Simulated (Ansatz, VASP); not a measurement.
## BN: VASP beside Ansatz

```
B N
1.0
     0.00000    1.66624    1.66624
     1.66624    0.00000    1.66624
     1.66624    1.66624    0.00000
B N
1 1
Direct
  0.00000 0.00000 0.00000
  0.50000 0.50000 0.50000
```

Alike in both runs: functional PBE; k mesh 16 × 16 × 16; occupations fermi-dirac, width 0.05 eV; no spin polarisation.

Ansatz relaxed the structure, and its values are those at the end. VASP's run is a single point on that final structure, the one shown.

|  | VASP | Ansatz |
| --- | --- | --- |
| version | VASP 6.6.1 | Ansatz 0.2.0 |
| potentials or method | VASP PAW PBE potentials, release 64 (B, N) | PAW with Ansatz's default frozen-core files, scalar-relativistic |
| plane-wave cutoff (eV) | 520 | 420 |
| valence electrons in the cell | 8 | 8 |

|  | VASP | Ansatz | Ansatz less VASP |
| --- | --- | --- | --- |
| gap on the k mesh at the Fermi level (eV) | 2.37 | 2.38 | +0.009 |

 A k mesh can miss the band edges. As with any semilocal functional, this PBE gap is likely too small.
